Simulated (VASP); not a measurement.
# MnS (Fm-3m) in VASP: notebook

Aim: see how the results for MnS move with the level of theory and the settings. Levels: PBE, LDA, PBE+D3(BJ). Tasks: single point, relaxation of cell and atoms.

Everything below comes from runs of VASP 6.6.1. Logs are shortened: lines on timing, memory, paths and dates and some standing lists are left out, and cuts for length are marked.

**1. The structure**

The structure is cubic, space group Fm-3m (No. 225). The conventional cell has a = 5.209 Å, b = 5.209 Å, c = 5.209 Å, α = 90.00°, β = 90.00°, γ = 90.00°. Mn (site symmetry m-3m) is surrounded by 6 S at 2.60 Å. S (site symmetry m-3m) is surrounded by 6 Mn at 2.60 Å.

**2. Single point, PBE, collinear spin, ferromagnetic start**

The input, run.py:

```python
from ase.calculators.vasp import Vasp
from ase.dft.bandgap import bandgap
from ase.io import read

atoms = read('MnS.xyz')
atoms.set_initial_magnetic_moments([4.0, 0.0])
calc = Vasp(
    directory='calc',
    xc='pbe',
    pp='PBE',
    setups='minimal',
    prec='Accurate',
    encut=500,
    ediff=1e-07,
    ismear=0,
    sigma=0.05,
    lreal=False,
    lasph=True,
    nelm=100,
    algo='Normal',
    isif=2,
    lwave=False,
    lcharg=True,
    ispin=2,
    lorbit=11,
    lmaxmix=4,
    lelf=True,
    lvhar=True,
    kpts=[9, 9, 9],
    gamma=True,
)
atoms.calc = calc

print('energy (eV):', atoms.get_potential_energy())
print('free energy (eV):', atoms.get_potential_energy(force_consistent=True))
print('forces (eV/A):')
print(atoms.get_forces())
print('stress (eV/A^3, Voigt):', atoms.get_stress())
print('Fermi level (eV):', calc.get_fermi_level())
print('moment (muB):', atoms.get_magnetic_moment())
print('site moments (muB):', atoms.get_magnetic_moments())
gap, top, bottom = bandgap(calc)
print('band gap (eV):', gap, 'from (spin, k, band)', top, 'to', bottom)
```

The input, MnS.xyz:

```xyz
2
Lattice="0.0000000000 2.6045000000 2.6045000000 2.6045000000 0.0000000000 2.6045000000 2.6045000000 2.6045000000 0.0000000000" Properties=species:S:1:pos:R:3 pbc="T T T"
Mn     0.0000000000      0.0000000000      0.0000000000
S      2.6045000000      2.6045000000      2.6045000000
```

Potentials or basis: VASP PAW PBE potentials, release 64 (Mn, S).

Run with:

```console
$ python run.py
```

Log:

```text
energy (eV): -14.04713465
free energy (eV): -14.04768953
forces (eV/A):
[[ 0.  0. -0.]
 [-0. -0.  0.]]
stress (eV/A^3, Voigt): [ 0.01856772  0.01856772  0.01856772 -0.         -0.          0.        ]
Fermi level (eV): 5.55503212
moment (muB): 4.717353
site moments (muB): [4.245 0.109]
band gap (eV): 0.0 from (spin, k, band) (None, None, None) to (None, None, None)
```

OUTCAR:

```text
ENCUT = 500.000000
   EDIFF = 1.00e-07
   GGA = PE
   PREC = Accurate
   ISIF = 2
   ISMEAR = 0
   ISPIN = 2
   LORBIT = 11
   NELM = 100
   LASPH = .TRUE.
   LREAL = .FALSE.

 ion  position               nearest neighbor table
   1  0.000  0.000  0.000-   2 2.60   2 2.60   2 2.60   2 2.60   2 2.60   2 2.60
   2  0.500  0.500  0.500-   1 2.60   1 2.60   1 2.60   1 2.60   1 2.60   1 2.60

  LATTYP: Found a face centered cubic cell.
 ALAT       =     5.2090000000

  Lattice vectors:

 A1 = (   0.0000000000,   2.6045000000,   2.6045000000)
 A2 = (   2.6045000000,   0.0000000000,   2.6045000000)
 A3 = (   2.6045000000,   2.6045000000,   0.0000000000)

Analysis of symmetry for initial positions (statically):
=====================================================================
 Subroutine PRICEL returns:
 Original cell was already a primitive cell.

 Routine SETGRP: Setting up the symmetry group for a
 face centered cubic supercell.

 Subroutine GETGRP returns: Found 48 space group operations
 (whereof 48 operations were pure point group operations)
 out of a pool of 48 trial point group operations.

The static configuration has the point symmetry O_h .

Analysis of symmetry for dynamics (positions and initial velocities):
=====================================================================
 Subroutine PRICEL returns:
 Original cell was already a primitive cell.

 Routine SETGRP: Setting up the symmetry group for a
 face centered cubic supercell.

 Subroutine GETGRP returns: Found 48 space group operations
 (whereof 48 operations were pure point group operations)
 out of a pool of 48 trial point group operations.

The dynamic configuration has the point symmetry O_h .

Analysis of structural, dynamic, and magnetic symmetry:
=====================================================================
 Subroutine PRICEL returns:
 Original cell was already a primitive cell.

 Routine SETGRP: Setting up the symmetry group for a
 face centered cubic supercell.

 Subroutine GETGRP returns: Found 48 space group operations
 (whereof 48 operations were pure point group operations)
 out of a pool of 48 trial point group operations.

The overall configuration has the point symmetry O_h .

 Subroutine INISYM returns: Found 48 space group operations
 (whereof 48 operations are pure point group operations),
 and found     1 'primitive' translations

----------------------------------------------------------------------------------------

                                     Primitive cell

  volume of cell :      35.3348

  direct lattice vectors                    reciprocal lattice vectors
     0.000000000  2.604500000  2.604500000    -0.191975427  0.191975427  0.191975427
     2.604500000  0.000000000  2.604500000     0.191975427 -0.191975427  0.191975427
     2.604500000  2.604500000  0.000000000     0.191975427  0.191975427 -0.191975427

  length of vectors
     3.683319223  3.683319223  3.683319223     0.332511194  0.332511194  0.332511194

  position of ions in fractional coordinates (direct lattice)
     0.000000000  0.000000000  0.000000000
     0.500000000  0.500000000  0.500000000

  ion indices of the primitive-cell ions
   primitive index   ion index
                 1           1
                 2           2

----------------------------------------------------------------------------------------

 KPOINTS: KPOINTS created by Atomic Simulation Env

Automatic generation of k-mesh.
 Grid dimensions read from file:
 generate k-points for:    9    9    9

 Generating k-lattice:

  Cartesian coordinates                     Fractional coordinates (reciprocal lattice)
    -0.021330603  0.021330603  0.021330603     0.111111111  0.000000000  0.000000000
     0.021330603 -0.021330603  0.021330603     0.000000000  0.111111111  0.000000000
     0.021330603  0.021330603 -0.021330603     0.000000000  0.000000000  0.111111111

  Length of vectors
     0.036945688  0.036945688  0.036945688

  Shift w.r.t. Gamma in fractional coordinates (k-lattice)
     0.000000000  0.000000000  0.000000000

 Subroutine IBZKPT returns following result:
[... 60 lines left out ...]
   LREAL  =      F    real-space projection
   EDIFFG = 0.1E-05   stopping-criterion for IOM
   NSW    =      0    number of steps for IOM
   IBRION =     -1    ionic relax: 0-MD 1-quasi-New 2-CG
   NFREE  =      0    steps in history (QN), initial steepest desc. (CG)
   ISIF   =      2    stress and relaxation
   ISYM   =      2    0-nonsym 1-usesym 2-fastsym
   POTIM  = 0.5000    time-step for ionic-motion
   TEBEG  =    0.0;   TEEND  =   0.0 temperature during run
   PSTRESS=    0.0 pullay stress
   NELECT =      13.0000    total number of electrons
   NUPDOWN=      -1.0000    fix difference up-down
   EMIN   =  10.00;   EMAX   =-10.00  energy-range for DOS
   EFERMI =   0.00;   METHOD = LEGACY
   ISMEAR =     0;   SIGMA  =   0.05  broadening in eV -4-tet -1-fermi 0-gaus
   EFERMI_NEDOS =   21; number of points for ismear=-14 and -15
   IALGO  =     38    algorithm
   IMIX   =      4    mixing-type and parameters
     AMIX     =   0.40;   BMIX     =  1.00
     AMIX_MAG =   1.60;   BMIX_MAG =  1.00
  volume/ion in A,a.u.               =      17.67       119.23
  Fermi-wavevector in a.u.,A,eV,Ry     =   1.173064  2.216769 18.722683  1.376078
  Thomas-Fermi vector in A             =   2.309483
   LORBIT       =     11    0 simple, 1 ext, 2 COOP (PROOUT), +10 PAW based schemes
   GGA     = PE    functional components
   LHFCALC =     F    Hartree Fock is set to
   AEXX    =    0.0000 exact exchange contribution
   IVDW    =     0    specifies the selected vdW correction
   LEPSILON=     F    determine dielectric tensor
   LRPA    =     F    only Hartree local field effects (RPA)
 spin polarized calculation
 Gauss-broadening in eV      SIGMA  =   0.05
  energy-cutoff  :      500.00
  volume of cell :       35.33
 maximum number of plane-waves:       914
   NGX = 13   NGY = 13   NGZ = 13

 number of electron      13.0000000 magnetization       4.7173530

 Free energy of the ion-electron system (eV)
  ---------------------------------------------------
  ext. energy  EPLUGINS =         0.00000000
  ---------------------------------------------------
  free energy    TOTEN  =       -14.04768953 eV

  energy without entropy =      -14.04657978  energy(sigma->0) =      -14.04713465

 E-fermi :   5.5550     XC(G=0): -10.4622

 val. band max:        5.5504940128   @ k =  -0.2222   0.1111   0.0000
 cond. band min:       5.5700000531   @ k =  -0.3333   0.2222   0.0000
 fundamental gap:      0.0195060403
 Fermi energy:         5.5550321212

 spin component 1

 k-point     1 :       0.0000    0.0000    0.0000
  band No.  band energies     occupation
      1      -8.9880      1.00000
      2       2.1739      1.00000
      3       2.1739      1.00000
      4       2.1739      1.00000
      5       2.2718      1.00000
      6       2.2718      1.00000
      7       3.7240      1.00000
      8       3.7240      1.00000
      9       3.7240      1.00000
     10       7.3068      0.00000
     11      14.1639      0.00000
     12      14.1639      0.00000
[... 496 lines left out ...]
 k-point    35 :      -0.3333    0.4444    0.2222
  band No.  band energies     occupation
      1      -7.4443      1.00000
      2      -0.0677      1.00000
      3       0.4515      1.00000
      4       0.6515      1.00000
      5       2.7259      1.00000
      6       2.8035      1.00000
      7       2.9800      1.00000
      8       3.2021      1.00000
      9       3.7402      1.00000
     10       9.5561      0.00000
     11      11.9525      0.00000
     12      12.3824      0.00000
 Fermi energy:         5.5550321212

 spin component 2

 k-point     1 :       0.0000    0.0000    0.0000
  band No.  band energies     occupation
      1      -8.6920      1.00000
      2       3.9417      1.00000
      3       3.9417      1.00000
      4       3.9417      1.00000
      5       5.8764      0.00000
      6       5.8764      0.00000
      7       5.8764      0.00000
      8       5.9085      0.00000
      9       5.9085      0.00000
     10       8.3475      0.00000
     11      15.1851      0.00000
     12      15.1851      0.00000
[... 496 lines left out ...]
 k-point    35 :      -0.3333    0.4444    0.2222
  band No.  band energies     occupation
      1      -7.2009      1.00000
      2       0.5318      1.00000
      3       1.0700      1.00000
      4       1.6371      1.00000
      5       6.3914      0.00000
      6       6.6628      0.00000
      7       6.8174      0.00000
      8       7.0747      0.00000
      9       7.1680      0.00000
     10      11.0802      0.00000
     11      12.8449      0.00000
     12      13.1623      0.00000

------------------------ aborting loop because EDIFF is reached ----------------------------------------

  FORCE on cell =-STRESS in cart. coord.  units (eV):
  Direction    XX          YY          ZZ          XY          YZ          ZX
  --------------------------------------------------------------------------------------
  -------------------------------------------------------------------------------------
  Total       -0.6560871     -0.6560871     -0.6560871      0.0000000      0.0000000      0.0000000
  in kB      -29.7487698    -29.7487698    -29.7487698      0.0000000      0.0000000      0.0000000
  external PRESSURE =     -29.7487698 kB  Pullay stress =       0.0000000 kB

 VOLUME and BASIS-vectors are now :
 -----------------------------------------------------------------------------
  energy-cutoff  :      500.00
  volume of cell :       35.33
      direct lattice vectors                 reciprocal lattice vectors
     0.000000000  2.604500000  2.604500000    -0.191975427  0.191975427  0.191975427
     2.604500000  0.000000000  2.604500000     0.191975427 -0.191975427  0.191975427
     2.604500000  2.604500000  0.000000000     0.191975427  0.191975427 -0.191975427

 POSITION                                       TOTAL-FORCE (eV/Angst)
 -----------------------------------------------------------------------------------
      0.00000      0.00000      0.00000         0.000000      0.000000     -0.000000
      2.60450      2.60450      2.60450        -0.000000     -0.000000      0.000000
 -----------------------------------------------------------------------------------
    total drift:                                0.000000      0.000000      0.000000

  FREE ENERGIE OF THE ION-ELECTRON SYSTEM (eV)
  ---------------------------------------------------
  free  energy   TOTEN  =       -14.0476895292 eV

  energy  without entropy=      -14.0465797807  energy(sigma->0) =      -14.04713465

 total charge

# of ion       s       p       d       tot
------------------------------------------
    1        0.217   0.210   4.914   5.340
    2        1.328   2.400   0.000   3.728
--------------------------------------------------
tot          1.545   2.609   4.914   9.068

 magnetization (x)

# of ion       s       p       d       tot
------------------------------------------
    1        0.053   0.039   4.153   4.245
    2        0.027   0.082   0.000   0.109
--------------------------------------------------
tot          0.079   0.121   4.153   4.354
```

INCAR:

```text
ENCUT = 500.000000
SIGMA = 0.050000
EDIFF = 1.00e-07
ALGO = Normal
GGA = PE
PREC = Accurate
ISIF = 2
ISMEAR = 0
ISPIN = 2
LMAXMIX = 4
LORBIT = 11
NELM = 100
LASPH = .TRUE.
LCHARG = .TRUE.
LELF = .TRUE.
LVHAR = .TRUE.
LWAVE = .FALSE.
LREAL = .FALSE.
MAGMOM = 1*4.0000 1*0.0000
```

It took 35 s on 1 thread of Intel Xeon Platinum 8488C (Sapphire Rapids), shared host; peak memory 0.18 GiB.

Results:

```yaml
Free_energy: -14.0477 eV
Pressure: -3.0 GPa
Band_gap_on_the_k_mesh: none (metal or under the smearing width)
Net_moment: 4.72 μB per cell
Site_moments: Mn +4.25; S +0.11 μB
Valence_electrons_inside_the_program's_atomic_spheres: Mn 5.34; S 3.73
```

Caveat: a cell with one magnetic atom can't hold antiferromagnetic order, which such compounds often take; semilocal functionals often make such compounds metallic where correlation or magnetic order opens a gap, which also shifts bond lengths. With open d or f shells a metallic result of PBE can be an artefact of self-interaction; +U or a hybrid may open a gap.

**3. Single point, PBE, collinear spin, ferromagnetic start**

The input, INCAR:

```
SYSTEM = MnS
PREC = Accurate ; ENCUT = 520
EDIFF = 1E-6 ; ISMEAR = -1
SIGMA = 0.05 ; LREAL = .False.
LASPH = .True. ; NELM = 120
ALGO = Normal ; ISIF = 2
LWAVE = .False. ; LCHARG = .True.
ISPIN = 2 ; MAGMOM = 5.5 0
LORBIT = 11 ; LMAXMIX = 4
GGA = PE ; LELF = .True.
LVHAR = .True. ; NBANDS = 20
```

The input, KPOINTS:

```
Automatic mesh
0
Gamma
  9 9 9
  0 0 0
```

The input, POSCAR:

```
MnS
1.0
    0.0000000000      2.6045000000      2.6045000000
    2.6045000000      0.0000000000      2.6045000000
    2.6045000000      2.6045000000      0.0000000000
Mn S
1 1
Direct
    0.0000000000      0.0000000000      0.0000000000
    0.5000000000      0.5000000000      0.5000000000
```

Potentials or basis: VASP PAW PBE potentials, release 64 (Mn_pv, S).

Run with:

```console
$ cat potpaw_PBE.64/Mn_pv/POTCAR potpaw_PBE.64/S/POTCAR > POTCAR
$ mpirun -np 1 vasp_std > vasp.out
```

Wall time 29 s (1 thread of AMD EPYC 9R45 (Zen 5), shared host); peak memory 0.15 GiB.

It converged, with:

| Property | Result |
| --- | --- |
| Free energy | -14.0698 eV |
| Pressure | -2.9 GPa |
| Band gap on the k mesh | none (metal or under the smearing width) |
| Net moment | 4.71 μB per cell |
| Site moments | Mn +4.26; S +0.11 μB |
| Valence electrons inside the program's atomic spheres | Mn 11.30; S 3.73 |

Levels at points of the mesh, in eV from the Fermi level:
Spin up:
| k point | band 8 | band 9 | band 10 | band 11 | band 12 | band 13 | band 14 | band 15 | band 16 | band 17 |
| --- | --- | --- | --- | --- | --- | --- | --- | --- | --- | --- |
| (0.00, 0.00, 0.00) | -3.28 | -3.28 | -1.87 | -1.87 | -1.87 | 1.72 | 8.60 | 8.60 | 8.60 | 10.63 |
Spin down:
```tsv
k point	band 3	band 4	band 5	band 6	band 7	band 8	band 9	band 10	band 11	band 12
(0.00, 0.00, 0.00)	-46.16	-14.28	-1.65	-1.65	-1.65	0.32	0.32	0.32	0.36	0.36
```

Caveat: a cell with one magnetic atom can't hold antiferromagnetic order, which such compounds often take; semilocal functionals often make such compounds metallic where correlation or magnetic order opens a gap, which also shifts bond lengths.

(Continued in part 2 of 2.)
